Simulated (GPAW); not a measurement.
**AlN: relaxation of cell and atoms with PBEsol**

Crystal: AlN.

```
CELL_PARAMETERS angstrom
3.11300 0.00000 0.00000
-1.55650 2.69594 0.00000
0.00000 0.00000 4.98100
ATOMIC_POSITIONS crystal
Al 0.66667 0.33333 0.50000
Al 0.33333 0.66667 0.00000
N 0.66667 0.33333 0.88000
N 0.33333 0.66667 0.38000
```

```yaml
Program: GPAW 26.7.0
Task: relaxation of cell and atoms
Functional: PBEsol
Potentials_or_basis: PAW data sets generated in the run's folder for this functional
Cutoff: 800 eV
Basis: pw
k_mesh: 7 × 7 × 4
Occupations: fermi-dirac, width 0.05 eV
Spin: no spin polarisation
Target_pressure: 20 GPa
Maxiter: 150
Optimizer: BFGS
Fmax: 0.02 eV/Å
Max_steps: 60
Target_pressure: 20 GPa
Convergence: density=1e-05 forces=0.0001
```

```json
{
  "Relaxed volume": "9.66 Å³/atom",
  "Relaxed cell": "a = 3.040 Å, b = 3.040 Å, c = 4.827 Å, α = 90.00°, β = 90.00°, γ = 120.00°",
  "Space group after relaxing (to 0.05 Å)": "P6_3mc (No. 186)",
  "Energy change on relaxing (the enthalpy is what falls)": "+52.6 meV/atom",
  "Ionic steps": "10",
  "Pressure after relaxing": "20.1 GPa",
  "Largest force after relaxing": "0.008 eV/Å",
  "Band gap on the k mesh": "4.78 eV, direct"
}
```

Forces in eV/Å, atoms in the order of the input:
```
Al   0.000  0.000 -0.008
Al   0.000  0.000 -0.008
N    0.000  0.000  0.008
N    0.000  0.000  0.008
```

Stress tensor (GPa, compression positive):
```
20.03  0.00  0.00
 0.00 20.03  0.00
 0.00  0.00 20.18
```

The path:
```csv
step,energy change (eV),largest force (eV/Å),pressure (GPa),volume (Å³)
1,0.0000,0.1341,1.10,41.80
2,0.0101,0.0863,3.90,41.25
3,0.2270,0.1222,21.00,38.52
4,0.2046,0.0485,19.81,38.69
5,0.2039,0.0015,19.79,38.69
6,0.2071,0.0324,19.97,38.66
7,0.2096,0.0440,20.11,38.64
8,0.2129,0.0478,20.27,38.61
9,0.2128,0.0298,20.23,38.61
10,0.2104,0.0079,20.08,38.63
```

Final structure:
```yaml
crystal:
  lattice:
    - [3.03990, 0.00000, 0.00000]
    - [-1.51995, 2.63263, 0.00000]
    - [0.00000, 0.00000, 4.82701]
  atoms:
    - { symbol: Al, position: [0.66667, 0.33333, 0.49790] }
    - { symbol: Al, position: [0.33333, 0.66667, 0.99790] }
    - { symbol: N, position: [0.66667, 0.33333, 0.88209] }
    - { symbol: N, position: [0.33333, 0.66667, 0.38209] }
```

Levels at points of the mesh, in eV from the valence-band top:
| k point | band 4 | band 5 | band 6 | band 7 | band 8 | band 9 | band 10 | band 11 | band 12 | band 13 |
| --- | --- | --- | --- | --- | --- | --- | --- | --- | --- | --- |
| (0.00, 0.00, 0.00) | -1.04 | -1.04 | -0.33 | -0.33 | 0.00 | 4.78 | 7.12 | 11.16 | 11.44 | 11.44 |
| (0.00, 0.00, 0.50) | -3.51 | -0.70 | -0.70 | -0.70 | -0.70 | 6.99 | 6.99 | 10.84 | 10.84 | 11.77 |

Run time: 68 s on 1 thread of Intel(R) Xeon(R) 6975P-C (Granite Rapids), with other jobs on the host, peak memory 0.27 GiB.

Caveat: later steps reuse the first step's grids; an odd mesh through Γ misses points on the zone boundary, where band edges often lie. A hybrid or GW would open this gap; PBEsol tends to underestimate it.
